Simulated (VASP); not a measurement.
Write the native input for VASP 6.6.1 that does the following.

* Task: single point
* Functional: PBE
* Potentials or basis: VASP PAW PBE potentials, release 64 (C, N, H)
* Cutoff: 520 eV
* k mesh: 1 × 1 × 1
* Occupations: fermi-dirac, width 0.05 eV
* Spin: no spin polarisation
* Dipole correction: no
* Further INCAR settings: LREAL = Auto; ALGO = Fast; EDIFF = 1e-07; NBANDS = 72

The structure of H3C2N lies in POSCAR:

```
H3C2N
1.0
    8.7869880000      0.0000000000      0.0000000000
    0.0000000000      8.7869880000      0.0000000000
    0.0000000000      0.0000000000      8.7869880000
C N H
12 6 18
Direct
    0.2298739910      0.7546385633      0.0039376405
    0.1471380182      0.6596913527      0.1167407990
    0.2992037772      0.9664745189      0.3385801824
    0.4374877945      0.8837385461      0.3340166164
    0.8541038181      0.2861959069      0.9298977078
    0.9141243848      0.1430069098      0.9987608951
    0.7913064181      0.4003078188      0.4470018623
    0.7090825662      0.4487772147      0.5829528844
    0.2126439686      0.4918067488      0.5742013077
    0.1709231878      0.3307276623      0.5698312095
    0.7955058093      0.9062263429      0.5832260156
    0.6855022449      1.0157177863      0.6285088815
    0.0959145500      0.5770691846      0.2052466670
    0.5259822820      0.7865493842      0.3432916945
    0.9899524160      0.0408900069      1.0311610759
    0.6385350703      0.5100723934      0.6806541673
    0.1409470458      0.2018211474      0.5744971997
    0.5956534822      1.1093334826      0.6501317630
    0.3451239492      0.7624114202      0.0409582897
    0.2150680074      0.7034606170     -0.1064187182
    0.1799137543      0.8707648173      0.0189143311
    0.1968706455      0.8870502611      0.3467627360
    0.2873908557      1.0464450390      0.4281671945
    0.2748268235      1.0304782481      0.2359853001
    0.9531252347      0.3233189803      0.8632764720
    0.7735301334      0.2625017810      0.8439183028
    0.8298634299      0.3689887820      1.0217835736
    0.8790953168      0.4850695141      0.4021059321
    0.8345180396      0.2855813619      0.4534773463
    0.7073072138      0.4087407426      0.3567889247
    0.2918633780      0.4747246724      0.6658481837
    0.2574829964      0.5212707699      0.4650740390
    0.1181974984      0.5597594989      0.6142833016
    0.7901228498      0.8810413762      0.4637652857
    0.9061125382      0.9472301544      0.6299428200
    0.7749071696      0.8099703789      0.6521688661
```

The cell was built by a generator and needn't be a form met in nature.

One way to write it, as run:

INCAR

```
SYSTEM = H3C2N
ALGO     = Fast           ! electronic algorithm
EDIFF    = 1E-7           ! SCF threshold, eV
ENCUT    = 520            ! plane-wave cutoff, eV
GGA      = PE             ! functional
ISIF     = 2              ! what is computed and relaxed
ISMEAR   = -1             ! smearing method
LASPH    = .True.         ! aspherical terms in the spheres
LCHARG   = .True.         ! write CHGCAR
LELF     = .True.         ! ELF
LREAL    = Auto         
LVHAR    = .True.       
LWAVE    = .False.        ! write WAVECAR
NBANDS   = 72             ! bands
NELM     = 80             ! most SCF steps
PREC     = Accurate       ! precision mode
SIGMA    = 0.05           ! smearing width, eV
```

KPOINTS

```
k-points
0
Gamma
  1 1 1
  0 0 0
```

Potentials or basis: VASP PAW PBE potentials, release 64 (C, N, H).

Command:

```console
$ cat potpaw_PBE.64/C/POTCAR potpaw_PBE.64/N/POTCAR potpaw_PBE.64/H/POTCAR > POTCAR
$ mpirun -np 1 vasp_gam > vasp.out
```

It gave:

```yaml
Pressure: 1.0 GPa
Largest_force: 2.610 eV/Å
Band_gap_on_the_k_mesh: 6.02 eV, direct
```

Caveat: the standard files for N, O and F lose accuracy on very short bonds.

It took 79 s on 1 thread of AMD EPYC 9R45 (Zen 5), on a shared host, peak memory 0.66 GiB.
